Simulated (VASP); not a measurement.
# SnTe (Fm-3m) in VASP: a series of runs

One crystal, SnTe, is run at these levels: PBE, PBEsol; tasks: single point, relaxation of cell and atoms.

Everything below comes from runs of VASP 6.6.1. Logs are shortened: lines on timing, memory, paths and dates and some standing lists are left out, and cuts for length are marked.

**What was measured.**

From a printed reference work, textbook, for a bulk crystal of SnTe at 300 K: band gap 0.18 eV (direct).

The results are compared with them further down.

### 1 Starting point

It takes space group Fm-3m (No. 225, cubic). Conventional cell: a = 6.302 Å, b = 6.302 Å, c = 6.302 Å, α = 90.00°, β = 90.00°, γ = 90.00°. Sn (site symmetry m-3m) has 6 Te at 3.15 Å as nearest neighbours. Te (site symmetry m-3m) is surrounded by 6 Sn at 3.15 Å.

### 2 Single point, PBE

INCAR reads:

```
SYSTEM = SnTe
ALGO     = Fast           ! electronic algorithm
EDIFF    = 1E-6           ! SCF threshold, eV
ENCUT    = 520            ! plane-wave cutoff, eV
GGA      = PE             ! functional
ISIF     = 2              ! what is computed and relaxed
ISMEAR   = 0              ! smearing method
KPAR     = 4            
LASPH    = .TRUE.         ! aspherical terms in the spheres
LCHARG   = .FALSE.        ! write CHGCAR
LREAL    = .FALSE.        ! projectors in reciprocal space
LWAVE    = .FALSE.        ! write WAVECAR
NBANDS   = 17             ! bands
NELM     = 80             ! most SCF steps
PREC     = Accurate       ! precision mode
SIGMA    = 0.03           ! smearing width, eV
```

KPOINTS reads:

```
k-points
0
G
  6 6 6
  0 0 0
```

POSCAR reads:

```
SnTe
1.0
    0.0000000000      3.1508500000      3.1508500000
    3.1508500000      0.0000000000      3.1508500000
    3.1508500000      3.1508500000      0.0000000000
Sn Te
1 1
Direct
    0.0000000000      0.0000000000      0.0000000000
    0.5000000000      0.5000000000      0.5000000000
```

Potentials or basis: VASP PAW PBE potentials, release 64 (Sn_d, Te).

On the command line:

```bash
> cat potpaw_PBE.64/Sn_d/POTCAR potpaw_PBE.64/Te/POTCAR > POTCAR
> mpirun -np 4 vasp_std > vasp.out
```

OUTCAR:

```text
SYSTEM = SnTe
   EDIFF = 1E-6
   ENCUT = 520
   GGA = PE
   ISIF = 2
   ISMEAR = 0
   LASPH = .TRUE.
   LREAL = .FALSE.
   NELM = 80
   PREC = Accurate

 ion  position               nearest neighbor table
   1  0.000  0.000  0.000-   2 3.15   2 3.15   2 3.15   2 3.15   2 3.15   2 3.15
   2  0.500  0.500  0.500-   1 3.15   1 3.15   1 3.15   1 3.15   1 3.15   1 3.15

  LATTYP: Found a face centered cubic cell.
 ALAT       =     6.3017000000

  Lattice vectors:

 A1 = (   0.0000000000,   3.1508500000,   3.1508500000)
 A2 = (   3.1508500000,   0.0000000000,   3.1508500000)
 A3 = (   3.1508500000,   3.1508500000,   0.0000000000)

Analysis of symmetry for initial positions (statically):
=====================================================================
 Subroutine PRICEL returns:
 Original cell was already a primitive cell.

 Routine SETGRP: Setting up the symmetry group for a
 face centered cubic supercell.

 Subroutine GETGRP returns: Found 48 space group operations
 (whereof 48 operations were pure point group operations)
 out of a pool of 48 trial point group operations.

The static configuration has the point symmetry O_h .

Analysis of symmetry for dynamics (positions and initial velocities):
=====================================================================
 Subroutine PRICEL returns:
 Original cell was already a primitive cell.

 Routine SETGRP: Setting up the symmetry group for a
 face centered cubic supercell.

 Subroutine GETGRP returns: Found 48 space group operations
 (whereof 48 operations were pure point group operations)
 out of a pool of 48 trial point group operations.

The dynamic configuration has the point symmetry O_h .

 Subroutine INISYM returns: Found 48 space group operations
 (whereof 48 operations are pure point group operations),
 and found     1 'primitive' translations

----------------------------------------------------------------------------------------

                                     Primitive cell

  volume of cell :      62.5624

  direct lattice vectors                    reciprocal lattice vectors
     0.000000000  3.150850000  3.150850000    -0.158687338  0.158687338  0.158687338
     3.150850000  0.000000000  3.150850000     0.158687338 -0.158687338  0.158687338
     3.150850000  3.150850000  0.000000000     0.158687338  0.158687338 -0.158687338

  length of vectors
     4.455974803  4.455974803  4.455974803     0.274854533  0.274854533  0.274854533

  position of ions in fractional coordinates (direct lattice)
     0.000000000  0.000000000  0.000000000
     0.500000000  0.500000000  0.500000000

  ion indices of the primitive-cell ions
   primitive index   ion index
                 1           1
                 2           2

----------------------------------------------------------------------------------------

 KPOINTS: k-points

Automatic generation of k-mesh.
 Grid dimensions read from file:
 generate k-points for:    6    6    6

 Generating k-lattice:

  Cartesian coordinates                     Fractional coordinates (reciprocal lattice)
    -0.026447890  0.026447890  0.026447890     0.166666667  0.000000000  0.000000000
     0.026447890 -0.026447890  0.026447890     0.000000000  0.166666667  0.000000000
     0.026447890  0.026447890 -0.026447890     0.000000000  0.000000000  0.166666667

  Length of vectors
     0.045809089  0.045809089  0.045809089

  Shift w.r.t. Gamma in fractional coordinates (k-lattice)
     0.000000000  0.000000000  0.000000000

 Subroutine IBZKPT returns following result:
 ===========================================

 Found     16 irreducible k-points:

 Following reciprocal coordinates:
            Coordinates               Weight
  0.000000  0.000000  0.000000      1.000000
  0.166667  0.000000  0.000000      8.000000
  0.333333  0.000000  0.000000      8.000000
  0.500000  0.000000  0.000000      4.000000
  0.166667  0.166667  0.000000      6.000000
  0.333333  0.166667  0.000000     24.000000
[... 8 lines left out ...]
 -0.333333  0.333333  0.166667     24.000000
 -0.333333  0.500000  0.166667     12.000000
   k-points           NKPTS =     16   k-points in BZ     NKDIM =     16   number of bands    NBANDS=     17
   number of dos      NEDOS =    301   number of ions     NIONS =      2
   total plane-waves  NPLWV =  46656
   dimension x,y,z NGX =    36 NGY =   36 NGZ =   36
   dimension x,y,z NGXF=    72 NGYF=   72 NGZF=   72
   ions per type =               1   1
   NGX,Y,Z   is equivalent  to a cutoff of  13.43, 13.43, 13.43 a.u.
   NGXF,Y,Z  is equivalent  to a cutoff of  26.86, 26.86, 26.86 a.u.
 SYSTEM =  SnTe
   PREC   = accura    normal or accurate (medium, high low for compatibility)
   ISTART =      0    job   : 0-new  1-cont  2-samecut
   ICHARG =      2    charge: 1-file 2-atom 10-const
   ISPIN  =      1    spin polarized calculation?
   LNONCOLLINEAR =      F non collinear calculations
   LSORBIT =      F    spin-orbit coupling
   LASPH  =      T    aspherical Exc in radial PAW
   ENCUT  =  520.0 eV  38.22 Ry    6.18 a.u.   8.29  8.29  8.29*2*pi/ulx,y,z
   NELM   =     80;   NELMIN=  2; NELMDL= -5     # of ELM steps
   EDIFF  = 0.1E-05   stopping-criterion for ELM
   LREAL  =      F    real-space projection
   EDIFFG = 0.1E-04   stopping-criterion for IOM
   NSW    =      0    number of steps for IOM
   IBRION =     -1    ionic relax: 0-MD 1-quasi-New 2-CG
   NFREE  =      0    steps in history (QN), initial steepest desc. (CG)
   ISIF   =      2    stress and relaxation
   ISYM   =      2    0-nonsym 1-usesym 2-fastsym
   POTIM  = 0.5000    time-step for ionic-motion
   TEBEG  =    0.0;   TEEND  =   0.0 temperature during run
   PSTRESS=    0.0 pullay stress
   NELECT =      20.0000    total number of electrons
   NUPDOWN=      -1.0000    fix difference up-down
   EMIN   =  10.00;   EMAX   =-10.00  energy-range for DOS
   EFERMI =   0.00;   METHOD = LEGACY
   ISMEAR =     0;   SIGMA  =   0.03  broadening in eV -4-tet -1-fermi 0-gaus
   EFERMI_NEDOS =   21; number of points for ismear=-14 and -15
   IALGO  =     68    algorithm
   IMIX   =      4    mixing-type and parameters
     AMIX     =   0.40;   BMIX     =  1.00
     AMIX_MAG =   1.60;   BMIX_MAG =  1.00
  volume/ion in A,a.u.               =      31.28       211.10
  Fermi-wavevector in a.u.,A,eV,Ry     =   1.119387  2.115336 17.048485  1.253028
  Thomas-Fermi vector in A             =   2.256026
   LORBIT       =      0    0 simple, 1 ext, 2 COOP (PROOUT), +10 PAW based schemes
   GGA     = PE    functional components
   LHFCALC =     F    Hartree Fock is set to
   AEXX    =    0.0000 exact exchange contribution
   IVDW    =     0    specifies the selected vdW correction
   LEPSILON=     F    determine dielectric tensor
   LRPA    =     F    only Hartree local field effects (RPA)
 non-spin polarized calculation
 RMM-DIIS sequential band-by-band and
 Gauss-broadening in eV      SIGMA  =   0.03
  energy-cutoff  :      520.00
  volume of cell :       62.56
 maximum number of plane-waves:      1700
 NGX is ok and might be reduce to    36
   NGX = 17   NGY = 17   NGZ = 17

 number of electron      19.9999998 magnetization

 Free energy of the ion-electron system (eV)
  ---------------------------------------------------
  ext. energy  EPLUGINS =         0.00000000
  ---------------------------------------------------
  free energy    TOTEN  =        -7.54236887 eV

  energy without entropy =       -7.54232241  energy(sigma->0) =       -7.54234564

 E-fermi :   7.0118     XC(G=0):  -9.4999

 val. band max:        6.9634244080   @ k =   0.5000   0.0000   0.0000
 cond. band min:       7.0602139186   @ k =   0.5000   0.0000   0.0000
 fundamental gap:      0.0967895106
 Fermi energy:         7.0118191639

 k-point     1 :       0.0000    0.0000    0.0000
  band No.  band energies     occupation
      1     -14.9632      2.00000
      2     -14.9632      2.00000
      3     -14.9569      2.00000
      4     -14.9569      2.00000
      5     -14.9569      2.00000
      6      -5.8516      2.00000
[... 9 lines left out ...]
     16      11.7039      0.00000
     17      13.7980      0.00000

 k-point     2 :       0.1667    0.0000    0.0000
  band No.  band energies     occupation
      1     -14.9643      2.00000
      2     -14.9643      2.00000
      3     -14.9565      2.00000
      4     -14.9554      2.00000
      5     -14.9554      2.00000
      6      -5.6202      2.00000
[... 9 lines left out ...]
     16      12.2625      0.00000
     17      15.3982      0.00000

 k-point     3 :       0.3333    0.0000    0.0000
  band No.  band energies     occupation
      1     -14.9669      2.00000
      2     -14.9669      2.00000
      3     -14.9557      2.00000
      4     -14.9518      2.00000
      5     -14.9518      2.00000
      6      -5.0176      2.00000
[... 9 lines left out ...]
     16      13.7841      0.00000
     17      17.7392      0.00000

 k-point     4 :       0.5000    0.0000    0.0000
  band No.  band energies     occupation
      1     -14.9684      2.00000
      2     -14.9684      2.00000
      3     -14.9554      2.00000
      4     -14.9500      2.00000
      5     -14.9500      2.00000
      6      -4.5696      2.00000
[... 9 lines left out ...]
     16      15.7954      0.00000
     17      15.7964      0.00000
[... 183 lines left out ...]
      1     -14.9729      2.00000
      2     -14.9633      2.00000
      3     -14.9566      2.00000
      4     -14.9505      2.00000
      5     -14.9491      2.00000
      6      -4.5924      2.00000
[... 9 lines left out ...]
     16      15.3212      0.00000
     17      15.9846      0.00000

 k-point    15 :      -0.3333    0.3333    0.1667
  band No.  band energies     occupation
      1     -14.9733      2.00000
      2     -14.9644      2.00000
      3     -14.9537      2.00000
      4     -14.9528      2.00000
      5     -14.9476      2.00000
      6      -4.2863      2.00000
[... 9 lines left out ...]
     16      16.8219      0.00000
     17      16.9311      0.00000

 k-point    16 :      -0.3333    0.5000    0.1667
  band No.  band energies     occupation
      1     -14.9768      2.00000
      2     -14.9617      2.00000
      3     -14.9572      2.00000
      4     -14.9499      2.00000
      5     -14.9461      2.00000
      6      -4.2022      2.00000
[... 9 lines left out ...]
     16      17.0401      0.00000
     17      18.2037      0.00000

------------------------ aborting loop because EDIFF is reached ----------------------------------------

  FORCE on cell =-STRESS in cart. coord.  units (eV):
  Direction    XX          YY          ZZ          XY          YZ          ZX
  --------------------------------------------------------------------------------------
  -------------------------------------------------------------------------------------
  Total        0.8497718      0.8497718      0.8497718      0.0000000     -0.0000000      0.0000000
  in kB       21.7620453     21.7620453     21.7620453      0.0000000     -0.0000000      0.0000000
  external PRESSURE =      21.7620453 kB  Pullay stress =       0.0000000 kB

 VOLUME and BASIS-vectors are now :
 -----------------------------------------------------------------------------
  energy-cutoff  :      520.00
  volume of cell :       62.56
      direct lattice vectors                 reciprocal lattice vectors
     0.000000000  3.150850000  3.150850000    -0.158687338  0.158687338  0.158687338
     3.150850000  0.000000000  3.150850000     0.158687338 -0.158687338  0.158687338
     3.150850000  3.150850000  0.000000000     0.158687338  0.158687338 -0.158687338

 POSITION                                       TOTAL-FORCE (eV/Angst)
 -----------------------------------------------------------------------------------
      0.00000      0.00000      0.00000        -0.000000      0.000000      0.000000
      3.15085      3.15085      3.15085         0.000000     -0.000000     -0.000000
 -----------------------------------------------------------------------------------
    total drift:                               -0.000000      0.000000      0.000000

  FREE ENERGIE OF THE ION-ELECTRON SYSTEM (eV)
  ---------------------------------------------------
  free  energy   TOTEN  =        -7.5423688690 eV

  energy  without entropy=       -7.5423224146  energy(sigma->0) =       -7.54234564
```

Wall time 9.2 s (4 MPI ranks of AMD EPYC 7R13 (Zen 3), shared host); peak memory 0.18 GiB.

Results:

| Quantity | Value |
| --- | --- |
| Free energy | -7.5424 eV |
| Pressure | 2.2 GPa |
| Band gap on the k mesh | 0.10 eV, direct |

Caveat: spin-orbit coupling is left out, which moves the levels of the heavy elements.

### 3 Relaxation of cell and atoms, PBEsol

INCAR reads:

```
SYSTEM = SnTe
PREC     = Accurate       ! precision mode
ENCUT    = 600            ! plane-wave cutoff, eV
EDIFF    = 1E-6           ! SCF threshold, eV
ISMEAR   = 0              ! smearing method
SIGMA    = 0.03           ! smearing width, eV
LREAL    = .FALSE.        ! projectors in reciprocal space
LASPH    = .TRUE.         ! aspherical terms in the spheres
NELM     = 80             ! most SCF steps
ALGO     = Normal         ! electronic algorithm
ISIF     = 3              ! what is computed and relaxed
LWAVE    = .FALSE.        ! write WAVECAR
LCHARG   = .FALSE.        ! write CHGCAR
GGA      = PS             ! functional
IBRION   = 2              ! ionic algorithm
NSW      = 90             ! ionic steps
EDIFFG   = -0.01          ! ionic threshold
KPAR     = 4
```

KPOINTS reads:

```
Automatic mesh
0
G
  10 10 10
  0 0 0
```

POSCAR is that of step 2.

Potentials or basis: VASP PAW PBE potentials, release 64 (Sn_d, Te).

On the command line:

```bash
> cat potpaw_PBE.64/Sn_d/POTCAR potpaw_PBE.64/Te/POTCAR > POTCAR
> mpirun -np 4 vasp_std > vasp.out
```

It took 16 s on 4 MPI ranks of Intel Xeon 6975P-C (Granite Rapids), shared host; peak memory 0.24 GiB.

Results (log left out):

| Property | Result |
| --- | --- |
| Free energy | -8.3393 eV |
| Relaxed volume | 31.10 Å³/atom |
| Relaxed cell | a = 4.447 Å, b = 4.447 Å, c = 4.447 Å, α = 60.00°, β = 60.00°, γ = 60.00° |
| Space group after relaxing (to 0.05 Å) | Fm-3m (No. 225) |
| Energy gained by relaxing | 0.2 meV/atom |
| Ionic steps | 3 |
| Pressure after relaxing | 0.0 GPa |
| Band gap on the k mesh | 0.16 eV, direct |

Step by step:
```tsv
step	energy change (eV)	largest force (eV/Å)	pressure (GPa)	volume (Å³)
1	0.0000	0.0000	-0.30	62.56
2	-0.0003	0.0000	0.13	62.03
3	-0.0003	0.0000	-0.01	62.20
```

Final structure:
```
Sn Te
1.0
     0.00000    3.14484    3.14484
     3.14484    0.00000    3.14484
     3.14484    3.14484    0.00000
Sn Te
1 1
Cartesian
  0.0000 0.0000 0.0000
  3.1448 3.1448 3.1448
```

Levels at points of the mesh, in eV from the valence-band top:
```csv
k point,band 6,band 7,band 8,band 9,band 10,band 11,band 12,band 13,band 14
"(0.00, 0.00, 0.00)",-12.81,-4.63,-2.09,-2.09,-2.09,3.40,3.40,3.40,4.76
"(0.50, 0.00, 0.00)",-11.51,-8.34,-1.75,-1.75,0.00,0.16,0.39,0.39,7.76
"(0.50, 0.50, 0.00)",-11.20,-6.44,-5.59,-3.72,-3.72,2.13,5.00,5.00,6.46
```

Caveat: the PAW data sets were made with another functional, which shifts forces and pressure a little; spin-orbit coupling is left out, which moves the levels of the heavy elements. A k mesh can miss the band edges.

### 4 Comparison with measurements

Step 2. Against the measured gap of SnTe, 0.18 eV (direct; 300 K; a printed reference work, textbook), the calculated 0.10 eV is off by -0.08 eV. Spin-orbit coupling on Sn, Te is left out. The value is that of PBE on a finite k mesh, which can miss the band edges, without temperature or zero-point motion. Semilocal functionals fall short of measured gaps as a rule.
